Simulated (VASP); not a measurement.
Wanted: the native input for a VASP 6.6.1 run.

| Property | Result |
| --- | --- |
| Task | single point |
| Functional | PBE |
| Dispersion | D3(BJ) |
| Potentials or basis | VASP PAW PBE potentials, release 64 (Sn_d, O) |
| Cutoff | 520 eV |
| k mesh | 8 × 6 × 6 |
| Occupations | gaussian, width 0.05 eV |
| Spin | no spin polarisation |
| Dipole correction | no |
| Further INCAR settings | ALGO = Fast; EDIFF = 1e-07; NBANDS = 28 |

The structure of SnO lies in POSCAR:

```
SnO
1.0
    3.3717800250      0.0000000000      0.0000000000
    0.0000000000      5.7024745200      0.0000000000
    0.0000000000      0.0000000000      4.2219700000
Sn O
2 2
Direct
    0.0000000000      0.2319090000      0.5131440000
    0.5000000000      0.7680910000      0.0131440000
    0.0000000000      0.8912500000      0.7368570000
    0.5000000000      0.1087500000      0.2368570000
```

The cell comes from a database or a generator and needn't be the stable form of this composition.

The cell isn't the ideal one: strain +0.0050 x Voigt [1, 1, 0, 0, 0, 0], atoms carried along.

One way to write it, as run:

INCAR

```
SYSTEM = SnO
  ALGO = Fast
  EDIFF = 1E-7
  ENCUT = 520
  GGA = PE
  ISIF = 2
  ISMEAR = 0
  IVDW = 12
  LASPH = .True.
  LCHARG = .False.
  LREAL = .False.
  LWAVE = .False.
  NBANDS = 28
  NELM = 100
  PREC = Accurate
  SIGMA = 0.05
```

KPOINTS

```
k-points
0
Gamma
  8 6 6
  0 0 0
```

Potentials or basis: VASP PAW PBE potentials, release 64 (Sn_d, O).

Command:

```console
$ cat potpaw_PBE.64/Sn_d/POTCAR potpaw_PBE.64/O/POTCAR > POTCAR
$ mpirun -np 1 vasp_std > vasp.out
```

Results of the run:

* Pressure: -1.9 GPa
* Largest force: 0.180 eV/Å
* Band gap on the k mesh: 1.41 eV, indirect (least direct gap 2.07 eV)
* Dispersion energy per atom: -0.204 eV

Caveat: spin-orbit coupling is left out, which moves the levels of the heavy elements.

It took 5.1 min on 1 thread of Intel(R) Xeon(R) Platinum 8259CL CPU @ 2.50GHz (Skylake/Cascade Lake) (shared host), peak memory 0.29 GiB.
